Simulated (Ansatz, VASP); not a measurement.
## Two plane-wave programs on Al

File INCAR:

```
PREC = Accurate ; ENCUT = 520
EDIFF = 1E-6 ; ISMEAR = 0
SIGMA = 0.15 ; LREAL = False
LASPH = True ; NELM = 100
ALGO = Normal ; ISIF = 2
LWAVE = False ; LCHARG = False
GGA = PE ; IVDW = 12
NBANDS = 8
```

Contents of KPOINTS:

```
Automatic mesh
0
Gamma
  26 26 26
```

File POSCAR:

```
Al
1.0
    0.0000000000      1.9117083162      1.9117083162
    1.9117083162      0.0000000000      1.9117083162
    1.9117083162      1.9117083162      0.0000000000
Al
1
Direct
    0.0000000000      0.0000000000      0.0000000000
```

Input for Ansatz:

```yaml
crystal:
  lattice:
    - [0.0, 1.9117083162, 1.9117083162]
    - [1.9117083162, 0.0, 1.9117083162]
    - [1.9117083162, 1.9117083162, 0.0]
  atoms:
    - { symbol: Al, position: [0.0, 0.0, 0.0] }
basis:
  ecutwfc: 420
kpoints:
  mp_grid: { grid: [26, 26, 26] }
hamiltonian:
  xc: pbe
  dispersion: d3bj
scf:
  occupations: { method: gaussian, width: 0.15 }
output:
  forces: true
  stress: true
  eigenvalues: true
```

Change from the starting cell: strain -0.040 along x and y, -0.040 along z, atoms carried along.

Alike in both runs: task single point; functional PBE; dispersion D3(BJ); k mesh 26 × 26 × 26; occupations gaussian, width 0.15 eV; no spin polarisation.

|  | VASP | Ansatz |
| --- | --- | --- |
| version | VASP 6.6.1 | Ansatz 0.2.0 |
| potentials or method | VASP PAW PBE potentials, release 64 (Al) | scalar-relativistic, plane waves, PAW |
| plane-wave cutoff (eV) | 520 | 420 |
| valence electrons in the cell | 3 | 3 |

```csv
,VASP,Ansatz,Ansatz less VASP
gap on the k mesh at the Fermi level (eV),none,none,-
pressure (GPa),13.9,14.0,+0.03
```

A gap of «none» marks a metal or a gap that the smearing closes.

Caveats: pairwise dispersion overbinds metals, which lowers pressure and volume.
